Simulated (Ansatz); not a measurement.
# Mg2Ge: one crystal by all-electron and frozen-core methods

Does the method matter for Mg2Ge? The same cell, functional and mesh are run with all-electron LAPW, PAW with frozen cores and datasets made for this crystal.

The COD entry's cell or inner coordinates are ideal or old and differ from later refinements, so a difference from it is no clean test against experiment.

Method: DFT PBE, scalar-relativistic, in Ansatz 0.2.0.

1 further run of the same task is left out (it didn't finish).

### Step 1. Starting point

The structure is cubic, space group Fm-3m (No. 225). The conventional cell has a = 6.378 Å, b = 6.378 Å, c = 6.378 Å, α = 90.00°, β = 90.00°, γ = 90.00°. Mg (site symmetry -43m) is surrounded by 4 Ge at 2.76 Å. Around Ge (site symmetry m-3m) lie 8 Mg at 2.76 Å.

Coordinates:

```xyz
3
Lattice="0.0000 3.1890 3.1890 3.1890 0.0000 3.1890 3.1890 3.1890 0.0000" Properties=species:S:1:pos:R:3 pbc="T T T"
Mg    1.5945    1.5945    1.5945
Mg    4.7835    4.7835    4.7835
Ge    0.0000    0.0000    0.0000
```

The cell is a deposited one (Crystallography Open Database entry 9009014); the temperature and pressure of the measurement aren't taken into account, and nothing was relaxed.

Atoms are numbered in the order of the input: Mg1, Mg2, Ge3.

### Step 2. All-electron LAPW

Input file input.yaml:

```yaml
crystal:
  lattice:
    - [0.0, 3.189, 3.189]
    - [3.189, 0.0, 3.189]
    - [3.189, 3.189, 0.0]
  atoms:
    - { symbol: Mg, position: [0.25, 0.25, 0.25] }
    - { symbol: Mg, position: [0.75, 0.75, 0.75] }
    - { symbol: Ge, position: [0.0, 0.0, 0.0] }
kpoints:
  mp_grid: { grid: [10, 10, 10] }
  band_path:
    path:
      - [0.0, 0.0, 0.0]
      - [0.5, 0.0, 0.5]
      - [0.625, 0.25, 0.625]
      - [0.375, 0.375, 0.75]
      - [0.0, 0.0, 0.0]
      - [0.5, 0.5, 0.5]
      - [0.5, 0.25, 0.75]
      - [0.5, 0.0, 0.5]
    npoints: 14
scf:
  occupations: { method: fermi_dirac, width: 0.05 }
hamiltonian:
  xc: pbe
  pseudopotentials: { kind: all_electron, lapw: { basis_error: 0.0005 } }
output:
  forces: true
  stress: true
  eigenvalues: true
  populations: true
  dos: { projected: true, de: 0.2, e_range: [-14, 8] }
```

Launch:

```sh
ansatz run input.yaml --threads 1 --pin off --max-ram 4096MiB --backend cpu --events-out ev --progress --plain --runs-dir out
```

### Step 3. PAW with frozen cores

input.yaml, as its differences from that of step 2:

```diff
@@ -26,3 +26,3 @@
   xc: pbe
-  pseudopotentials: { kind: all_electron, lapw: { basis_error: 0.0005 } }
+  pseudopotentials: { kind: paw }
 output:
@@ -31,3 +31,9 @@
   eigenvalues: true
+  efg: { contact_densities: true }
   populations: true
+  bader: true
   dos: { projected: true, de: 0.2, e_range: [-14, 8] }
+  write_density: true
+  write_potential: true
+  elf: true
+  volumetric_format: npy
```

### Step 4. Datasets made for this crystal

input.yaml, as its differences from that of step 3:

```diff
@@ -21,3 +21,3 @@
       - [0.5, 0.0, 0.5]
-    npoints: 14
+    npoints: 8
 scf:
@@ -26,3 +26,3 @@
   xc: pbe
-  pseudopotentials: { kind: paw }
+  pseudopotentials: { kind: all_electron, datasets: crystal }
 output:
@@ -32,8 +32 @@
   efg: { contact_densities: true }
-  populations: true
-  bader: true
-  dos: { projected: true, de: 0.2, e_range: [-14, 8] }
-  write_density: true
-  write_potential: true
-  elf: true
-  volumetric_format: npy
```

(Steps that only read results are left out.)

**Question.** What will these runs give? Wanted: pressure; gap; Bader charges; highest ELF.

**Answer**, as computed:

| quantity | value |
| --- | --- |
| pressure | LAPW 1.05, PAW 1.06, crystal datasets 1.05 GPa |
| gap (LAPW) | 0.15 eV, indirect from Γ to X |
| Bader charges (PAW) | Mg1 +1.47, Ge3 -2.94 e |
| highest ELF (PAW) | 0.71, 1.41 Å from Mg |

In words: At this geometry the cell is under compression of 1.0 GPa, so it would expand if let go. A gap opens: 0.15 eV, indirect from Γ to X. It is the Kohn-Sham gap of a semilocal functional, which mostly lies below the gap found in experiment. The top eV of the valence band is mostly Ge 4p (96 % of the projected weight). The projection holds only the free atom's occupied shells (Mg 3s, Ge 4s, Ge 4p in this range). PAW lies less than 0.01 GPa from LAPW in pressure and less than 0.01 eV in the gap.
